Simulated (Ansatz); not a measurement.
Theory: Ansatz 0.2.0, DFT PBE, scalar-relativistic, plane waves, PAW. Settings: cutoff 420 eV, Γ-centred meshes spaced at most about 0.3 Å⁻¹, and about 0.25 Å⁻¹ or finer for metals (2π included), Gaussian smearing. No spin polarisation.

All energies are static (0 K, no zero-point motion).

Question: Which of these relaxed structures of Sc3Al2 is the lowest in energy?
A.

```cif
data_structure
_symmetry_space_group_name_H-M 'Pm-3m'
_symmetry_Int_Tables_number 221
_cell_length_a 5.0863
_cell_length_b 5.0863
_cell_length_c 5.0863
_cell_angle_alpha 90.000
_cell_angle_beta 90.000
_cell_angle_gamma 90.000
_cell_volume 131.58
loop_
_atom_site_label
_atom_site_type_symbol
_atom_site_symmetry_multiplicity
_atom_site_Wyckoff_symbol
_atom_site_fract_x
_atom_site_fract_y
_atom_site_fract_z
_atom_site_occupancy
Sc1 Sc 3 d 0.50000 0.00000 0.00000 1
Al1 Al 1 a 0.00000 0.00000 0.00000 1
Al2 Al 1 b 0.50000 0.50000 0.50000 1
```

B.

```cif
data_structure
_symmetry_space_group_name_H-M 'I4/mmm'
_symmetry_Int_Tables_number 139
_cell_length_a 3.1627
_cell_length_b 3.1627
_cell_length_c 20.5525
_cell_angle_alpha 90.000
_cell_angle_beta 90.000
_cell_angle_gamma 90.000
_cell_volume 205.57
loop_
_atom_site_label
_atom_site_type_symbol
_atom_site_symmetry_multiplicity
_atom_site_Wyckoff_symbol
_atom_site_fract_x
_atom_site_fract_y
_atom_site_fract_z
_atom_site_occupancy
Sc1 Sc 4 e 0.50000 0.50000 0.19073 1
Sc2 Sc 2 b 0.50000 0.50000 0.00000 1
Al1 Al 4 e 0.00000 0.00000 0.09568 1
```

Answer: B. The other, A, lies 0.69 eV/atom higher. Forms: B I4/mmm; A Pm-3m. Counting all near atoms (those within 1.25 times the shortest distance at each site; a plus sign parts nearer from farther groups; a slash parts the counts of unlike sites): B has Sc 12, Al 12; A has Sc 2, Al 6/12+8. Both come from invented guesses.

Cells relaxed within their symmetry can be saddle points. Some types were kept out of the candidates beforehand, so the set may lack a known form.
